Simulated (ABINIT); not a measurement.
Wanted: the native input for an ABINIT 10.8.3 (patched build) run.

```
Task                : single point
Functional          : PBE
Potentials or basis : JTH PAW PBE v2.0
Cutoff              : 707 eV
k mesh              : 8 × 8 × 8
Occupations         : fermi-dirac, width 0.05 eV
Spin                : collinear spin, random start
Starting moments    : [-3.46] μB
Fine-grid cutoff    : 1306.15 eV
```

Crystal: Fe.

```
CELL_PARAMETERS angstrom
0.00000 1.94174 1.96511
1.49844 0.00000 1.96511
1.49844 1.94174 0.00000
ATOMIC_POSITIONS crystal
Fe 0.00000 0.00000 0.00000
```

These files were run (other wordings do the same):

run.abi

```
# Pseudopotentials
pp_dirpath "./"
pseudos "Fe.GGA_PBE-JTH.xml"

# Structure
acell 5.2205685297 4.6699410662 4.6349071117
rprim
     0.0000000000     0.7028652530     0.7113230181
     0.6063546897     0.0000000000     0.7951943098
     0.6109379536     0.7916784807     0.0000000000
ntypat 1
znucl 26
natom 1
typat 1
xred
     0.0000000000     0.0000000000     0.0000000000
chkprim 0
chksymtnons 0
tolsym 1.0e-6

# Plane-wave basis
ecut 707.496042 eV
pawecutdg 48.0
pawxcdev 0

# k points
kptopt 1
ngkpt 8 8 8
nshiftk 1
shiftk 0.0 0.0 0.0

# Exchange and correlation
ixc 11

# Bands and occupations
nband 13
occopt 3
tsmear 0.05 eV

# Spin
nsppol 2
spinat
     0.0000000000     0.0000000000    -3.4600000000

# SCF cycle
nstep 100
tolvrs 1.0e-9

# Output
iomode 3
prtwf 0
prtden 0
prteig 0
prtebands 0
```

Potentials or basis: JTH PAW PBE v2.0.

The run is started by

```console
$ abinit run.abi > log 2>&1
```

It gave:

The pressure is 0.0 GPa and the band gap on the k mesh is none (metal or under the smearing width). The net moment is -2.25 μB per cell. The site moments are Fe -2.30 μB. The valence electrons inside the program's atomic spheres are Fe 14.41 (radii [1.1194] Å).

Caveat: the k mesh is coarse (spacing up to 0.39 Å⁻¹), so the values aren't converged.

Wall time 39 s on 1 thread of Arm Neoverse V2, on a shared host, peak memory 0.13 GiB.
